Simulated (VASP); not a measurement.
## Ag: relaxation of cell and atoms with RPBE

Ag:

```
Ag
1.0
     0.00000    2.10516    2.10516
     2.10516    0.00000    2.10516
     2.10516    2.10516    0.00000
Ag
1
Direct
  0.00000 0.00000 0.00000
```

```yaml
Program: VASP 6.6.1
Task: relaxation of cell and atoms
Functional: RPBE
Potentials_or_basis: VASP PAW PBE potentials, release 64 (Ag)
Cutoff: 600 eV
k_mesh: 16 × 16 × 16
Occupations: methfessel-paxton, width 0.1 eV
Spin: no spin polarisation
Further_INCAR_settings: ALGO = Normal; EDIFF = 1e-07; IBRION = 2; EDIFFG = -0.005; NSW = 90; ISIF = 3
```

```yaml
Relaxed_volume: 18.68 Å³/atom
Relaxed_cell: a = 2.978 Å, b = 2.978 Å, c = 2.978 Å, α = 60.00°, β = 60.00°, γ = 60.00°
Space_group_after_relaxing_to_0.05_Å: Fm-3m (No. 225)
Energy_gained_by_relaxing: 0.0 meV/atom
Ionic_steps: 2
Pressure_after_relaxing: 0.0 GPa
Band_gap_on_the_k_mesh: none (metal or under the smearing width)
```

Final structure:
```
Ag
1.0
     0.00000    2.10605    2.10605
     2.10605    0.00000    2.10605
     2.10605    2.10605    0.00000
Ag
1
Direct
  0.00000 0.00000 0.00000
```

Levels at points of the mesh, in eV from the Fermi level:
```csv
k point,band 4,band 5,band 6,band 7,band 8,band 9
"(0.00, 0.00, 0.00)",-4.49,-3.62,-3.62,15.80,18.89,18.89
"(0.50, 0.00, 0.00)",-2.95,-2.95,-0.11,3.17,15.02,17.01
"(0.50, 0.50, 0.00)",-2.77,-2.77,1.74,6.11,10.27,10.27
```

Run time: 9.8 s on 1 thread of Intel(R) Xeon(R) 6975P-C (Granite Rapids), with other jobs on the host, peak memory 0.17 GiB.

Caveat: the PAW data sets were made with another functional, which shifts forces and pressure a little.
